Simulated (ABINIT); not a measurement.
Runs of ABINIT 10.8.3 (patched build) on C. Symmetry: P4/mmm, No. 123, tetragonal system. The conventional cell has a = 4.255 Å, b = 4.255 Å, c = 1.282 Å, α = 90.00°, β = 90.00°, γ = 90.00°. Around C (site symmetry 4/mmm) lie 2 C at 1.28 Å. The cell was built by a generator and needn't be a form met in nature.

```csv
task,level,cutoff (eV),fine-grid cutoff,gap on the mesh (eV),pressure (GPa)
band structure,LDA,626,1224.51 eV,none,(a)
band structure,r2SCAN,626,1224.51 eV,none,-
band structure,PBEsol,626,1224.51 eV,none,0.0
band structure,SCAN,626,1224.51 eV,none,-
single point,PBE,517,1034.03 eV,none,-0.3
```

Alike in all rows: potentials or basis JTH PAW PBE v2.0; no spin polarisation; cell as given; k mesh 6 × 6 × 20; smearing fermi-dirac 0.05 eV.

Q: Fill in the values left out.

A: (a) -1.8.

Caveats: the atomic spheres overlap; the PAW data sets were made with another functional, which shifts forces and pressure a little (some runs).

A k mesh can miss the band edges.

A gap of «none» marks a metal or a gap under the smearing width.

Not every run made on this cell is shown here.
